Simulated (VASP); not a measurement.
Si2W: single point with PBEsol

Si2W:

```xyz
3
Lattice="-1.6023 1.6023 3.9093 1.6023 -1.6023 3.9093 1.6023 1.6023 -3.9093" Properties=species:S:1:pos:R:3 pbc="T T T"
Si    0.0000    0.0000    2.6155
Si    0.0000    0.0000    5.2031
W     1.6023    1.6023    3.9093
```

The cell is a database's computed one.

- Program: VASP 6.6.1
- Task: single point
- Functional: PBEsol
- Potentials or basis: VASP PAW PBE potentials, release 64 (Si, W_sv)
- Cutoff: 700 eV
- k mesh: 18 × 18 × 18
- Occupations: gaussian, width 0.1 eV
- Spin: no spin polarisation

```
Pressure               : 0.0 GPa
Band gap on the k mesh : none (metal or under the smearing width)
```

Levels at points of the mesh, in eV from the Fermi level:
```
           k point  band 7  band 8  band 9  band 10  band 11  band 12  band 13  band 14  band 15  band 16
(0.00, 0.00, 0.00)   -3.73   -3.39   -2.86    -2.86     0.63     2.81     2.88     3.13     3.13     4.64
(0.50, 0.00, 0.00)   -5.79   -4.87   -2.81    -2.81    -0.45     2.72     2.82     3.96     4.47     5.12
(0.50, 0.50, 0.00)   -6.04   -5.47   -5.05    -3.30    -1.75     2.83     2.99     3.15     3.91     4.32
(0.50, 0.50, 0.50)   -3.91   -2.62   -0.82    -0.82    -0.51    -0.51     0.80     4.53     4.97     6.12
```

It took 4.1 min on 1 thread of Intel(R) Xeon(R) 6975P-C (Granite Rapids), on a shared host, peak memory 0.64 GiB.

Caveat: the PAW data sets were made with another functional, which shifts forces and pressure a little. Spin-orbit coupling is left out, which matters for the levels of W.
